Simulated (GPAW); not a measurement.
Runs of GPAW 26.7.0 on CdSe. Symmetry: F-43m, No. 216, cubic system. Conventional cell: a = 6.141 Å, b = 6.141 Å, c = 6.141 Å, α = 90.00°, β = 90.00°, γ = 90.00°. Around Cd (site symmetry -43m) lie 4 Se at 2.66 Å. Se (site symmetry -43m) is surrounded by 4 Cd at 2.66 Å. Measurements of this composition are mostly on another form, of space group No. 186.

```tsv
task	level	potentials or basis	spin	band path	band points	spin axis theta (degrees)	spin axis phi (degrees)	older calculator (legacy_gpaw)	gap on the mesh (eV)	pressure (GPa)	V0 of scaled cells (Å³/atom)	B0 (GPa)
band structure	BP86	PAW data sets generated in the run's folder for this functional, pw	SOC, no magnetisation	GXWKGLUWLK,UX	80	0	0	-	0.34	(a)	-	-
equation of state	PBEsol+D4	PAW data sets generated in the run's folder for this functional, pw	off	-	-	-	-	-	-	-	27.49	56
band structure	GLLB-SC	the program's PAW data sets (release 1.2.1) made for this functional, pw	off	GXWKGLUWLK,UX	100	-	-	-	1.38	-	-	-
equation of state	AM05+D4	PAW data sets generated in the run's folder for this functional, pw	off	-	-	-	-	-	-	-	27.75	53
band structure	optB88-vdW	GPAW PAW data sets (gpaw-data 1.2.1), pw	SOC, no magnetisation	GXWKGLUWLK,UX	100	90	0	yes	0.32	-	-	-
band structure	mBEEF	GPAW PAW data sets (gpaw-data 1.2.1), pw	SOC, no magnetisation	GXWKGLUWLK,UX	60	0	0	-	1.11	(b)	-	-
```

Alike in all rows: cell as given; k mesh 6 × 6 × 6; cutoff (eV) 600; smearing fermi-dirac 0.05 eV.

Estimate the missing entries.

(a) 1.2; (b) 0.4.

Caveats: spin-orbit coupling was added after a scalar SCF, so levels and gaps hold it while energy, forces, pressure and moments don't (some runs); this program's spin-orbit splittings come out too wide for heavy elements (some runs); the PAW data sets were made with another functional, which shifts forces and pressure a little (some runs); the GLLB-SC gap is the Kohn-Sham gap of the path plus the derivative discontinuity (some runs); a model potential gives levels but no total energy (some runs).

A k mesh can miss the band edges, and rows without SOC leave out spin-orbit coupling on Cd, Se.

Runs at the PBE level aren't shown here.
